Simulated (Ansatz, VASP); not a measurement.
**Two plane-wave programs on WC**

```
W C
1.0
     0.00000    2.14792    2.14792
     2.14792    0.00000    2.14792
     2.14792    2.14792    0.00000
W C
1 1
Direct
  0.00000 0.00000 0.00000
  0.50000 0.50000 0.50000
```

Change from the starting cell: volume scaled by 0.94.

Alike in both runs: task single point; functional PBEsol; k mesh 10 × 10 × 10; occupations fermi-dirac, width 0.05 eV; no spin polarisation.

|  | VASP | Ansatz |
| --- | --- | --- |
| version | VASP 6.6.1 | Ansatz 0.2.0 |
| potentials or method | VASP PAW PBE potentials, release 64 (W_sv, C) | Ansatz PAW |
| plane-wave cutoff (eV) | 520 | 420 |
| valence electrons in the cell | 18 | 18 |

Ansatz gave:

```
gap on the k mesh at the Fermi level (eV) : none
pressure (GPa)                            : 14.3
```

Q: Estimate VASP's values.

A: gap on the k mesh at the Fermi level (eV): none; pressure (GPa): 15.6.

A gap of «none» marks a metal or a gap that the smearing closes.

Caveats: the PAW data sets were made with another functional, which shifts forces and pressure a little (VASP); the pressure holds a Pulay correction of +0.4 GPa for the finite cutoff (Ansatz); the PAW data sets come from PBE, with cores solved anew for the run's functional, which leaves a small shift of forces and pressure (Ansatz). The runs have no spin-orbit coupling, so splittings on W are missing.
